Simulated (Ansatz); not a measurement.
# ZnCu (Pm-3m): other levels of theory at one geometry

How much do the gap and the pressure of ZnCu (Pm-3m) depend on the functional and spin–orbit coupling?

Method: DFT at several levels, plane waves, PAW, in Ansatz 0.2.0.

1 further run of the same task is left out (it didn't finish).

## 1. The structure to begin with

It takes space group Pm-3m (No. 221, cubic). Conventional cell: a = 2.965 Å, b = 2.965 Å, c = 2.965 Å, α = 90.00°, β = 90.00°, γ = 90.00°. Zn (site symmetry m-3m) is surrounded by 8 Cu at 2.57 Å. Cu (site symmetry m-3m) has 8 Zn at 2.57 Å as nearest neighbours.

Structure file:

```
Zn Cu
1.0
     2.96523    0.00000    0.00000
     0.00000    2.96523    0.00000
     0.00000    0.00000    2.96523
Zn Cu
1 1
Cartesian
  1.4826 1.4826 1.4826
  0.0000 0.0000 0.0000
```

An earlier run at PBE left this cell at 13.036 Å³/atom and 0.00 GPa (12×12×12 mesh), a metal on this mesh.

Levels to run: PBE+SOC; r²SCAN; PBEsol; LDA; HSE06. Hardware: 4 threads of Arm Neoverse V2, shared host.

## 2. PBE+SOC

Input file input.yaml:

```yaml
crystal:
  lattice:
    - [2.9652259791, 0.0, 0.0]
    - [0.0, 2.9652259791, 0.0]
    - [0.0, 0.0, 2.9652259791]
  atoms:
    - { symbol: Zn, position: [0.5, 0.5, 0.5] }
    - { symbol: Cu, position: [0.0, 0.0, 0.0] }
basis:
  ecutwfc: 420
  ecutrho_ratio: 4
kpoints:
  mp_grid: { grid: [12, 12, 12] }
hamiltonian:
  xc: pbe
scf:
  occupations: { method: gaussian, width: 0.05 }
output:
  forces: true
  stress: true
  eigenvalues: true
  populations: true
  dos: { projected: true, de: 0.02 }
  write_density: true
  write_potential: true
  elf: true
  volumetric_format: npy
magnetization:
  noncollinear: true
  spin_orbit: true
```

Started as:

```console
> ansatz run input.yaml --threads 4 --pin off --max-ram 7168MiB --backend cpu --events-out ev --progress --plain --runs-dir out
```

The runs that follow: r²SCAN; PBEsol; LDA; HSE06.

Before running it: what results should come out? Wanted: for each run, pressure.

**Answer**, as computed:

| level | mesh | gap on the mesh (eV) | pressure (GPa) | time |
| --- | --- | --- | --- | --- |
| PBE | 12×12×12 | metal | 0.0 | 6.3 s* |
| LDA | 12×12×12 | metal | -11.7 | 0.86 s |
| PBEsol | 12×12×12 | metal | -6.7 | 0.89 s |
| PBE+SOC | 12×12×12 | metal | 0.0 | 6.6 s* |
| r²SCAN | 12×12×12 | metal | -5.5 | 2.3 s |
| HSE06 | 8×8×8 | metal | 0.2 | 24 s |

Times are on 4 threads of Arm Neoverse V2, shared host. * Includes bands or densities of states.

The pressure runs from -11.7 GPa (LDA) to 0.2 GPa (HSE06); a negative pressure means that level wants a smaller cell, a positive one a larger cell. Every level gives a metal. Total energies of different levels have different zeros and can't be compared. Hybrids use a coarser mesh.
